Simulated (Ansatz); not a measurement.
# TiB2 (P6/mmm) in Ansatz: convergence with wavefunction cutoff

Aim: find how far wavefunction cutoff must go before the results for TiB2 settle, at LDA. This setting moves, with any that are tied to it; all else stays.

Everything below comes from runs of Ansatz 0.2.0. Logs are shortened: lines on timing, memory, paths and dates and some standing lists are left out, and cuts for length are marked.

## Step 1: Starting point

Symmetry: P6/mmm, No. 191, hexagonal system. The conventional cell has a = 3.029 Å, b = 3.029 Å, c = 3.228 Å, α = 90.00°, β = 90.00°, γ = 120.00°. Ti (site symmetry 6/mmm) has 12 B at 2.38 Å as nearest neighbours. B (site symmetry -6m2) has 3 B at 1.75 Å as nearest neighbours.

## Step 2: With wavefunction cutoff 400 eV

File input.yaml:

```yaml
crystal:
  lattice:
    - [3.0292, 0.0, 0.0]
    - [-1.5146, 2.6233641531, 0.0]
    - [0.0, 0.0, 3.2284]
  atoms:
    - { symbol: Ti, position: [0.0, 0.0, 0.0] }
    - { symbol: B, position: [0.6666666667, 0.3333333333, 0.5] }
    - { symbol: B, position: [0.3333333333, 0.6666666667, 0.5] }
hamiltonian:
  xc: lda
  pseudopotentials: { kind: paw, source: jth, xc_functional: pbe }
kpoints:
  mp_grid: { grid: [8, 8, 7] }
scf:
  occupations: { method: gaussian, width: 0.05 }
output:
  forces: true
  stress: true
  eigenvalues: true
basis:
  ecutwfc: "400 eV"
```

Potentials or basis: JTH PAW.

The run is started by

```bash
> ansatz run input.yaml --threads 2 --pin off --max-ram 5632MiB --backend cpu --events-out ev --progress --plain --runs-dir out
```

Log:

```text
Warning: basis.ecutwfc = 400 eV is below the records' recommended 1230 eV, and the density's cutoff is lower with it unless basis.ecutrho_ratio is high enough to keep the records' density cutoff: compare with a run at a higher cutoff
Warning: the checks of this Ti dataset prove no rule for summing its radial tables, as where they were carried onto another mesh than they were made on, and Gregory's rule is taken, under which a leading mesh point left out moves its sums only by what lay on the interval it spanned. That does not make them correct, and they differ from Quantum ESPRESSO's on this file; a re-export a fraction of a mesh step off can move them. hamiltonian.pseudopotentials.radial_quadrature: simpson_from_first_knot sums it by `pw.x`'s rule; on a PAW file no value gives `pw.x`'s numbers. What more to know: hamiltonian.pseudopotentials.radial_quadrature, in the input reference
Warning: the checks of this B dataset prove no rule for summing its radial tables, as where they were carried onto another mesh than they were made on, and Gregory's rule is taken, under which a leading mesh point left out moves its sums only by what lay on the interval it spanned. That does not make them correct, and they differ from Quantum ESPRESSO's on this file; a re-export a fraction of a mesh step off can move them. hamiltonian.pseudopotentials.radial_quadrature: simpson_from_first_knot sums it by `pw.x`'s rule; on a PAW file no value gives `pw.x`'s numbers. What more to know: hamiltonian.pseudopotentials.radial_quadrature, in the input reference
Warning: RAYON_NUM_THREADS=2 ignored (pool sized by the plan → 2); use --threads N
Engine: ansatz 0.2.0, x86_64-unknown-linux-gnu
Pseudopotentials: kind: paw
Pseudopotential: Ti, paw, valence charge 12, recommended cutoff 1230 eV (normal), Ti.paw.azcp
Pseudopotential: B, paw, valence charge 3, recommended cutoff 630 eV (normal), B.paw.azcp
Functional definition: SPW92
  exchange = slater_x
  correlation = pw_c
Crystal: 3 atoms, lattice volume = 25.655 Å³
Basis set: ecut = 400 eV, 455 PW (Γ)
Bands: 13, of which v1, the nominal top of the filled ones, is band 9 counted from 1 (8 counted from 0)
Symmetry: 24 space group operations
Space group: P6/mmm (ITA 191), of the structure as read, at distance tolerance 2.9e-5 Å
k-points: 40 of 448
Non-local potential: Ti, projectors of the file, l = 0: 2, l = 1: 2, l = 2: 2
Non-local potential: B, projectors of the file, l = 0: 2, l = 1: 2
PAW form: soft (Blöchl's): semilocal exchange-correlation on the pseudo side does not see the compensation charge
PAW frozen core: Ti, regenerated for the run's functional, and the local potential with it (the file was generated under x = pbe(κ = 0.804, μ = 0.2195149727645171), c = pbe(β = 0.06672455060314922))
PAW frozen core: B, regenerated for the run's functional, and the local potential with it (the file was generated under x = pbe(κ = 0.804, μ = 0.2195149727645171), c = pbe(β = 0.06672455060314922))
PAW one-centre angular grid: Ti, 590 points (default); XC on 64 Gauss nodes
PAW one-centre angular grid: B, 110 points (default); XC on 64 Gauss nodes
[... 15 lines left out ...]
SCF converged after 10 iterations
Free energy (F): -2752.988314 eV
Harris-Foulkes:  -2752.988314 eV  (|F-HF|=3.52e-10)
Internal energy: -2752.988314 eV  (E = F + TS)
E sigma→0 (E₀):  -2752.988314 eV
Fermi energy:    15.097597 eV
--- Per-component energies (eV) ---
  E_band       = -92.843623
  E_kinetic    = 311.634242
  E_local      = -840.356253  (includes V_loc(G=0)·N_el)
  E_nonlocal   = 142.711042
  E_hartree    = 313.324791
  E_xc         = -152.423573
  E_vxc        = -179.971733  (∫ρ·V_xc dr)
  E_paw        = -1132.112673  (= ΣΔE_a)
  E_vpaw       = -153.511426  (= ΣTr[D̂ρ^β])
  E_aug_tail   = 0.000378  (compensation charges beyond the density's cutoff)
  E_ewald      = -1396.182920
  E_core_change = 0.416651  (= ΣΔE_core)
  E_smearing   = -0.000000  (= −TS)
  E_closure    = 0.000000  (closes the sum)
  Σ components = -2752.988314   (vs F -2752.988314, Δ=0.00e0)
--- Forces (eV/Å), atoms counted from 1 ---
  atom   1  Ti    -0.00000000     0.00000000     0.00000000
  atom   2  B      0.00000000     0.00000000     0.00000000
  atom   3  B      0.00000000    -0.00000000     0.00000000
  max |Σ_I F_I| component: 9.25e-17 eV/Å
--- Stress (GPa, compression-positive) ---
       -9.907347       0.000000      -0.000000
       -0.000000      -9.907347      -0.000000
       -0.000000      -0.000000     -12.438187
  P = ⅓ Tr σ = -10.7510 GPa (-107.510 kbar)
--- Band table (eV; the first three rows and the last of 40) ---
  k-point 0: bands = ["-41.3293", "-18.0025", "-17.6714", "-17.6714", "1.6967", "12.4290", "12.4290", "12.7595", "12.9001", "16.9000", "16.9000", "18.6613", "18.6613"]
  k-point 1: bands = ["-41.3264", "-18.0418", "-17.6683", "-17.6683", "1.9677", "10.9869", "12.6429", "12.6429", "14.4035", "16.3163", "16.3163", "18.2074", "18.2074"]
  k-point 2: bands = ["-41.3199", "-18.1291", "-17.6612", "-17.6612", "2.6923", "9.1183", "13.2646", "13.2646", "15.4315", "15.4315", "15.6765", "17.0865", "17.0865"]
  k-point 39: bands = ["-41.2519", "-18.0926", "-17.9831", "-17.8737", "6.0975", "7.0863", "9.4172", "11.9027", "11.9105", "17.4775", "18.6669", "19.0257", "19.6283"]
```

Run time: 2 s. Hardware: 2 threads of Intel Xeon at 2.50GHz (Skylake/Cascade Lake), shared host; peak memory 0.27 GiB.

Results:

```
Free energy : -2752.9883 eV
Pressure    : -10.8 GPa
```

## Step 3: With wavefunction cutoff 500 eV

input.yaml: that of step 2 with these lines changed.

```diff
@@ -21,2 +21,2 @@
 basis:
-  ecutwfc: "400 eV"
+  ecutwfc: "500 eV"
```

Potentials or basis: JTH PAW.

The run is started by

```bash
> ansatz run input.yaml --threads 2 --pin off --max-ram 5632MiB --backend cpu --events-out ev --progress --plain --runs-dir out
```

Run time: 2.1 s. Hardware: 2 threads of Intel Xeon at 2.50GHz (Skylake/Cascade Lake), shared host; peak memory 0.28 GiB.

What came out:

```yaml
Free_energy: -2752.9970 eV
Pressure: -10.9 GPa
```

## Step 4: With wavefunction cutoff 600 eV

input.yaml: that of step 3 with these lines changed.

```diff
@@ -21,2 +21,2 @@
 basis:
-  ecutwfc: "500 eV"
+  ecutwfc: "600 eV"
```

The run is started by

```bash
> ansatz run input.yaml --threads 2 --pin off --max-ram 5632MiB --backend cpu --events-out ev --progress --plain --runs-dir out
```

It took 2.5 s on 2 threads of Intel Xeon at 2.50GHz (Skylake/Cascade Lake), shared host; peak memory 0.29 GiB.

Results:

- Free energy: -2753.0049 eV
- Pressure: -10.9 GPa

## Step 5: With wavefunction cutoff 700 eV

input.yaml: that of step 4 with these lines changed.

```diff
@@ -21,2 +21,2 @@
 basis:
-  ecutwfc: "600 eV"
+  ecutwfc: "700 eV"
```

The run is started by

```bash
> ansatz run input.yaml --threads 2 --pin off --max-ram 5632MiB --backend cpu --events-out ev --progress --plain --runs-dir out
```

Run time: 3 s. Hardware: 2 threads of Intel Xeon at 2.50GHz (Skylake/Cascade Lake), shared host; peak memory 0.3 GiB.

What came out:

```
Free energy : -2753.0089 eV
Pressure    : -10.9 GPa
```

## Step 6: With wavefunction cutoff 850 eV

input.yaml: that of step 5 with these lines changed.

```diff
@@ -21,2 +21,2 @@
 basis:
-  ecutwfc: "700 eV"
+  ecutwfc: "850 eV"
```

Potentials or basis: JTH PAW.

The run is started by

```bash
> ansatz run input.yaml --threads 2 --pin off --max-ram 5632MiB --backend cpu --events-out ev --progress --plain --runs-dir out
```

It took 3.3 s on 2 threads of Intel Xeon at 2.50GHz (Skylake/Cascade Lake), shared host; peak memory 0.32 GiB.

It converged, with:

* Free energy: -2753.0135 eV
* Pressure: -10.9 GPa

## Step 7: With wavefunction cutoff 1000 eV

input.yaml: that of step 6 with these lines changed.

```diff
@@ -21,2 +21,2 @@
 basis:
-  ecutwfc: "850 eV"
+  ecutwfc: "1000 eV"
```

The run is started by

```bash
> ansatz run input.yaml --threads 2 --pin off --max-ram 5632MiB --backend cpu --events-out ev --progress --plain --runs-dir out
```

Wall time 3.8 s (2 threads of Intel Xeon at 2.50GHz (Skylake/Cascade Lake), shared host); peak memory 0.34 GiB.

Results (log left out):

| Property | Result |
| --- | --- |
| Free energy | -2753.0154 eV |
| Pressure | -10.9 GPa |

## Step 8: With wavefunction cutoff 1200 eV

input.yaml: that of step 7 with these lines changed.

```diff
@@ -21,2 +21,2 @@
 basis:
-  ecutwfc: "1000 eV"
+  ecutwfc: "1200 eV"
```

The run is started by

```bash
> ansatz run input.yaml --threads 2 --pin off --max-ram 5632MiB --backend cpu --events-out ev --progress --plain --runs-dir out
```

Wall time 4.4 s (2 threads of Intel Xeon at 2.50GHz (Skylake/Cascade Lake), shared host); peak memory 0.36 GiB.

It converged, with:

* Free energy: -2753.0161 eV
* Pressure: -10.9 GPa

## Step 9: With wavefunction cutoff 1400 eV

input.yaml: that of step 8 with these lines changed.

```diff
@@ -21,2 +21,2 @@
 basis:
-  ecutwfc: "1200 eV"
+  ecutwfc: "1400 eV"
```

Potentials or basis: JTH PAW.

The run is started by

```bash
> ansatz run input.yaml --threads 2 --pin off --max-ram 5632MiB --backend cpu --events-out ev --progress --plain --runs-dir out
```

Wall time 5.4 s (2 threads of Intel Xeon at 2.50GHz (Skylake/Cascade Lake), shared host); peak memory 0.39 GiB.

The run converged. Its results:

| Property | Result |
| --- | --- |
| Free energy | -2753.0170 eV |
| Pressure | -10.9 GPa |

## Step 10: With wavefunction cutoff 1700 eV

input.yaml: that of step 9 with these lines changed.

```diff
@@ -21,2 +21,2 @@
 basis:
-  ecutwfc: "1400 eV"
+  ecutwfc: "1700 eV"
```

The run is started by

```bash
> ansatz run input.yaml --threads 2 --pin off --max-ram 5632MiB --backend cpu --events-out ev --progress --plain --runs-dir out
```

Run time: 6.6 s. Hardware: 2 threads of Intel Xeon at 2.50GHz (Skylake/Cascade Lake), shared host; peak memory 0.43 GiB.

It converged, with:

| Quantity | Value |
| --- | --- |
| Free energy | -2753.0172 eV |
| Pressure | -10.9 GPa |

## Step 11: Summary

```tsv
wavefunction cutoff	energy less the tightest run, at zero smearing (meV/atom)	pressure (GPa)	SCF cycles	CPU time (s)	peak memory (GiB)
400 eV	9.65	-10.75	10	2.4	0.27
500 eV	6.75	-10.87	10	2.8	0.28
600 eV	4.10	-10.90	10	3.5	0.29
700 eV	2.78	-10.91	10	4	0.3
850 eV	1.23	-10.92	10	5	0.32
1000 eV	0.62	-10.92	10	6.3	0.34
1200 eV	0.39	-10.92	10	7.9	0.36
1400 eV	0.10	-10.92	10	9.7	0.39
1700 eV	0.00	-10.92	10	12	0.43
```

Against the tightest run, the energy stays within 1 meV/atom from 1000 eV on; the pressure stays within 0.1 GPa from 500 eV on. The tightest run that finished is the yardstick and may itself not be fully converged.
